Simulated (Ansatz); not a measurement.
Crystal: SnSe.

```
Sn Se
1.0
     0.00000    3.01000    3.01000
     3.01000    0.00000    3.01000
     3.01000    3.01000    0.00000
Sn Se
1 1
Direct
  0.00000 0.00000 0.00000
  0.50000 0.50000 0.50000
```

Measurements of this composition are mostly on another form, of space group No. 62.

Base run:

```yaml
Program: Ansatz 0.2.0
Functional: PBE
Potentials_or_basis: all-electron LAPW, scalar-relativistic
Cutoff: 190 eV (chosen from the basis error)
Basis_error_allowed: 0.001 eV/atom
k_mesh: 8 × 8 × 8
Occupations: gaussian, width 0.019 eV
Spin: no spin polarisation
```

Its results: band gap on the k mesh 0.58 eV, direct; pressure 0.9 GPa.

Problem. The run is repeated on the same cell with these changes: occupations from gaussian, width 0.019 eV to fermi-dirac, width 0.1 eV; dispersion from none to D3(BJ). What comes out?

Solution. Band gap on the k mesh 0.58 eV, direct; pressure -1.2 GPa.

Caveats: spin-orbit coupling is left out, which moves the levels of the heavy elements; the mesh misses the band edges, which the band path finds closer together (some runs).
